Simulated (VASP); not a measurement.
# KI (Fm-3m) in VASP: settings compared, part 2 of 3

VASP 6.6.1. Earlier steps stand in the parts before.

## 4. Relaxation of cell and atoms, revPBE

INCAR reads:

```
SYSTEM = KI
PREC = Accurate
ENCUT = 600
EDIFF = 1E-6
ISMEAR = -1
SIGMA = 0.05
LREAL = .FALSE.
LASPH = .TRUE.
NELM = 80
ALGO = Fast
ISIF = 3
LWAVE = .FALSE.
LCHARG = .FALSE.
GGA = RE
IBRION = 2
NSW = 40
EDIFFG = -0.005
```

KPOINTS reads:

```
regular mesh
0
G
  7 7 7
  0 0 0
```

POSCAR reads:

```
KI
1.0
    0.0000000000      3.5327750000      3.5327750000
    3.5327750000      0.0000000000      3.5327750000
    3.5327750000      3.5327750000      0.0000000000
I K
1 1
Direct
    0.5000000000      0.5000000000      0.5000000000
    0.0000000000      0.0000000000      0.0000000000
```

Potentials or basis: VASP PAW PBE potentials, release 64 (I, K_sv).

Command:

```bash
$ cat potpaw_PBE.64/I/POTCAR potpaw_PBE.64/K_sv/POTCAR > POTCAR
$ mpirun -np 1 vasp_std > vasp.out
```

OUTCAR:

```text
SYSTEM = KI
   PREC = Accurate
   ENCUT = 600
   EDIFF = 1E-6
   ISMEAR = -1
   LREAL = .FALSE.
   LASPH = .TRUE.
   NELM = 80
   ISIF = 3
   GGA = RE
   IBRION = 2
   NSW = 40
   EDIFFG = -0.005

 ion  position               nearest neighbor table
   1  0.500  0.500  0.500-   2 3.53   2 3.53   2 3.53   2 3.53   2 3.53   2 3.53
   2  0.000  0.000  0.000-   1 3.53   1 3.53   1 3.53   1 3.53   1 3.53   1 3.53

  LATTYP: Found a face centered cubic cell.
 ALAT       =     7.0655500000

  Lattice vectors:

 A1 = (   0.0000000000,   3.5327750000,   3.5327750000)
 A2 = (   3.5327750000,   0.0000000000,   3.5327750000)
 A3 = (   3.5327750000,   3.5327750000,   0.0000000000)

Analysis of symmetry for initial positions (statically):
=====================================================================
 Subroutine PRICEL returns:
 Original cell was already a primitive cell.

 Routine SETGRP: Setting up the symmetry group for a
 face centered cubic supercell.

 Subroutine GETGRP returns: Found 48 space group operations
 (whereof 48 operations were pure point group operations)
 out of a pool of 48 trial point group operations.

The static configuration has the point symmetry O_h .

Analysis of symmetry for dynamics (positions and initial velocities):
=====================================================================
 Subroutine PRICEL returns:
 Original cell was already a primitive cell.

 Routine SETGRP: Setting up the symmetry group for a
 face centered cubic supercell.

 Subroutine GETGRP returns: Found 48 space group operations
 (whereof 48 operations were pure point group operations)
 out of a pool of 48 trial point group operations.

The dynamic configuration has the point symmetry O_h .

 Subroutine INISYM returns: Found 48 space group operations
 (whereof 48 operations are pure point group operations),
 and found     1 'primitive' translations

----------------------------------------------------------------------------------------

                                     Primitive cell

  volume of cell :      88.1816

  direct lattice vectors                    reciprocal lattice vectors
     0.000000000  3.532775000  3.532775000    -0.141531799  0.141531799  0.141531799
     3.532775000  0.000000000  3.532775000     0.141531799 -0.141531799  0.141531799
     3.532775000  3.532775000  0.000000000     0.141531799  0.141531799 -0.141531799

  length of vectors
     4.996098318  4.996098318  4.996098318     0.245140266  0.245140266  0.245140266

  position of ions in fractional coordinates (direct lattice)
     0.500000000  0.500000000  0.500000000
     0.000000000  0.000000000  0.000000000

  ion indices of the primitive-cell ions
   primitive index   ion index
                 1           1
                 2           2

----------------------------------------------------------------------------------------

 KPOINTS: regular mesh

Automatic generation of k-mesh.
 Grid dimensions read from file:
 generate k-points for:    7    7    7

 Generating k-lattice:

  Cartesian coordinates                     Fractional coordinates (reciprocal lattice)
    -0.020218828  0.020218828  0.020218828     0.142857143  0.000000000  0.000000000
     0.020218828 -0.020218828  0.020218828     0.000000000  0.142857143  0.000000000
     0.020218828  0.020218828 -0.020218828     0.000000000  0.000000000  0.142857143

  Length of vectors
     0.035020038  0.035020038  0.035020038

  Shift w.r.t. Gamma in fractional coordinates (k-lattice)
     0.000000000  0.000000000  0.000000000

 Subroutine IBZKPT returns following result:
 ===========================================

 Found     20 irreducible k-points:

 Following reciprocal coordinates:
            Coordinates               Weight
  0.000000  0.000000  0.000000      1.000000
  0.142857  0.000000  0.000000      8.000000
  0.285714  0.000000  0.000000      8.000000
  0.428571  0.000000  0.000000      8.000000
  0.142857  0.142857  0.000000      6.000000
  0.285714  0.142857  0.000000     24.000000
[... 12 lines left out ...]
 -0.428571  0.428571  0.142857     24.000000
 -0.285714  0.428571  0.142857     24.000000
   k-points           NKPTS =     20   k-points in BZ     NKDIM =     20   number of bands    NBANDS=     12
   number of dos      NEDOS =    301   number of ions     NIONS =      2
   total plane-waves  NPLWV =  64000
   dimension x,y,z NGX =    40 NGY =   40 NGZ =   40
   dimension x,y,z NGXF=    80 NGYF=   80 NGZF=   80
   ions per type =               1   1
   NGX,Y,Z   is equivalent  to a cutoff of  13.31, 13.31, 13.31 a.u.
   NGXF,Y,Z  is equivalent  to a cutoff of  26.62, 26.62, 26.62 a.u.
 SYSTEM =  KI
   PREC   = accura    normal or accurate (medium, high low for compatibility)
   ISTART =      0    job   : 0-new  1-cont  2-samecut
   ICHARG =      2    charge: 1-file 2-atom 10-const
   ISPIN  =      1    spin polarized calculation?
   LNONCOLLINEAR =      F non collinear calculations
   LSORBIT =      F    spin-orbit coupling
   LASPH  =      T    aspherical Exc in radial PAW
   ENCUT  =  600.0 eV  44.10 Ry    6.64 a.u.   9.98  9.98  9.98*2*pi/ulx,y,z
   NELM   =     80;   NELMIN=  2; NELMDL= -5     # of ELM steps
   EDIFF  = 0.1E-05   stopping-criterion for ELM
   LREAL  =      F    real-space projection
   EDIFFG = -.5E-02   stopping-criterion for IOM
   NSW    =     40    number of steps for IOM
   IBRION =      2    ionic relax: 0-MD 1-quasi-New 2-CG
   NFREE  =      1    steps in history (QN), initial steepest desc. (CG)
   ISIF   =      3    stress and relaxation
   ISYM   =      2    0-nonsym 1-usesym 2-fastsym
   POTIM  = 0.5000    time-step for ionic-motion
   TEBEG  =    0.0;   TEEND  =   0.0 temperature during run
   PSTRESS=    0.0 pullay stress
   NELECT =      16.0000    total number of electrons
   NUPDOWN=      -1.0000    fix difference up-down
   EMIN   =  10.00;   EMAX   =-10.00  energy-range for DOS
   EFERMI =   0.00;   METHOD = LEGACY
   ISMEAR =    -1;   SIGMA  =   0.05  broadening in eV -4-tet -1-fermi 0-gaus
   EFERMI_NEDOS =   21; number of points for ismear=-14 and -15
   IALGO  =     68    algorithm
   IMIX   =      4    mixing-type and parameters
     AMIX     =   0.40;   BMIX     =  1.00
     AMIX_MAG =   1.60;   BMIX_MAG =  1.00
  volume/ion in A,a.u.               =      44.09       297.54
  Fermi-wavevector in a.u.,A,eV,Ry     =   0.926806  1.751409 11.686988  0.858969
  Thomas-Fermi vector in A             =   2.052808
   LORBIT       =      0    0 simple, 1 ext, 2 COOP (PROOUT), +10 PAW based schemes
   GGA     = RE    functional components
   LHFCALC =     F    Hartree Fock is set to
   AEXX    =    0.0000 exact exchange contribution
   IVDW    =     0    specifies the selected vdW correction
   LEPSILON=     F    determine dielectric tensor
   LRPA    =     F    only Hartree local field effects (RPA)
 conjugate gradient relaxation of ions
 non-spin polarized calculation
 RMM-DIIS sequential band-by-band and
  energy-cutoff  :      600.00
  volume of cell :       88.18
 maximum number of plane-waves:      2958
   NGX = 19   NGY = 19   NGZ = 19

--------------------------------------- Ionic step        1  -------------------------------------------

 number of electron      15.9999999 magnetization

 Free energy of the ion-electron system (eV)
  ---------------------------------------------------
  ext. energy  EPLUGINS =         0.00000000
  ---------------------------------------------------
  free energy    TOTEN  =        -5.21065183 eV

  energy without entropy =       -5.21065183  energy(sigma->0) =       -5.21065183

------------------------ aborting loop because EDIFF is reached ----------------------------------------

  FORCE on cell =-STRESS in cart. coord.  units (eV):
  Direction    XX          YY          ZZ          XY          YZ          ZX
  --------------------------------------------------------------------------------------
  -------------------------------------------------------------------------------------
  Total        0.8597295      0.8597295      0.8597295     -0.0000000     -0.0000000      0.0000000
  in kB       15.6204836     15.6204836     15.6204836     -0.0000000     -0.0000000      0.0000000
  external PRESSURE =      15.6204836 kB  Pullay stress =       0.0000000 kB
[... 93 lines left out ...]
  energy  without entropy=       -5.2657067511  energy(sigma->0) =       -5.26570675

--------------------------------------- Ionic step        4  -------------------------------------------

 number of electron      15.9999998 magnetization

 Free energy of the ion-electron system (eV)
  ---------------------------------------------------
  ext. energy  EPLUGINS =         0.00000000
  ---------------------------------------------------
  free energy    TOTEN  =        -5.26615688 eV

  energy without entropy =       -5.26615688  energy(sigma->0) =       -5.26615688

 E-fermi :   0.2171     XC(G=0):  -6.3868

 val. band max:       -0.9527135619   @ k =   0.0000   0.0000   0.0000
 cond. band min:       2.9922278353   @ k =   0.0000   0.0000   0.0000
 fundamental gap:      3.9449413972
 Fermi energy:         0.2170710018

 k-point     1 :       0.0000    0.0000    0.0000
  band No.  band energies     occupation
      1     -29.8154      2.00000
      2     -13.2541      2.00000
      3     -13.2541      2.00000
      4     -13.2541      2.00000
      5     -11.2396      2.00000
      6      -0.9527      2.00000
      7      -0.9527      2.00000
      8      -0.9527      2.00000
      9       2.9922      0.00000
     10       5.7206      0.00000
     11       5.7206      0.00000
     12       5.7206      0.00000
[... 312 lines left out ...]
  FREE ENERGIE OF THE ION-ELECTRON SYSTEM (eV)
  ---------------------------------------------------
  free  energy   TOTEN  =        -5.2661568827 eV

  energy  without entropy=       -5.2661568827  energy(sigma->0) =       -5.26615688

 reached required accuracy - stopping structural energy minimisation
```

OSZICAR:

```text
N       E                     dE             d eps       ncg     rms          rms(c)
DAV:   1     0.103340149171E+03    0.10334E+03   -0.70526E+03   480   0.125E+03
DAV:   2     0.213686741365E+01   -0.10120E+03   -0.92285E+02   576   0.262E+02
DAV:   3    -0.486837275172E+01   -0.70052E+01   -0.69398E+01   632   0.627E+01
[... 55 lines left out ...]
RMM:   5    -0.526613956982E+01   -0.18537E-04   -0.31687E-04   585   0.130E-01    0.225E-02
RMM:   6    -0.526615110546E+01   -0.11536E-04   -0.98878E-05   626   0.704E-02    0.112E-02
RMM:   7    -0.526615478686E+01   -0.36814E-05   -0.32085E-05   620   0.345E-02    0.361E-03
RMM:   8    -0.526615630192E+01   -0.15151E-05   -0.18356E-05   510   0.246E-02    0.294E-03
RMM:   9    -0.526615688271E+01   -0.58079E-06   -0.87793E-06   462   0.158E-02
   4 F= -.52661569E+01 E0= -.52661569E+01  d E =-.555051E-01
```

CONTCAR:

```text
KI
   1.00000000000000
    -0.0000000000000000    3.6962907336002240    3.6962907336002240
     3.6962907336002240    0.0000000000000000    3.6962907336002240
     3.6962907336002240    3.6962907336002240    0.0000000000000000
  I               K
     1     1
Direct
     0.5000000000000000    0.5000000000000000    0.5000000000000000
     1.0000000000000000    0.0000000000000000    1.0000000000000000

  0.00000000E+00  0.00000000E+00  0.00000000E+00
  0.00000000E+00  0.00000000E+00  0.00000000E+00
```

It took 1.8 min on 1 thread of Intel Xeon Platinum 8488C (Sapphire Rapids), shared host; peak memory 0.25 GiB.

What came out:

```yaml
Free_energy: -5.2662 eV
Relaxed_volume: 50.50 Å³/atom
Relaxed_cell: a = 5.227 Å, b = 5.227 Å, c = 5.227 Å, α = 60.00°, β = 60.00°, γ = 60.00°
Space_group_after_relaxing_to_0.05_Å: Fm-3m (No. 225)
Energy_gained_by_relaxing: 27.8 meV/atom
Ionic_steps: 4
Pressure_after_relaxing: 0.0 GPa
Band_gap_on_the_k_mesh: 3.94 eV, direct
```

The path:
```csv
step,energy change (eV),largest force (eV/Å),pressure (GPa),volume (Å³)
1,0.0000,0.0000,1.56,88.18
2,-0.0396,0.0000,0.75,93.78
3,-0.0551,0.0000,0.11,99.82
4,-0.0555,0.0000,0.01,101.00
```

Final structure:
```
I K
1.0
     0.00000    3.69629    3.69629
     3.69629    0.00000    3.69629
     3.69629    3.69629    0.00000
I K
1 1
Direct
  0.50000 0.50000 0.50000
  0.00000 0.00000 0.00000
```

Levels at points of the mesh, in eV from the valence-band top:
| k point | band 5 | band 6 | band 7 | band 8 | band 9 | band 10 | band 11 | band 12 |
| --- | --- | --- | --- | --- | --- | --- | --- | --- |
| (0.00, 0.00, 0.00) | -10.29 | 0.00 | 0.00 | 0.00 | 3.94 | 6.67 | 6.67 | 6.67 |

Caveat: the PAW data sets were made with another functional, which shifts forces and pressure a little; spin-orbit coupling is left out, which moves the levels of the heavy elements; an odd mesh through Γ misses points on the zone boundary, where band edges often lie. revPBE gives volumes clearly too large for solids.

(Continued in part 3 of 3.)
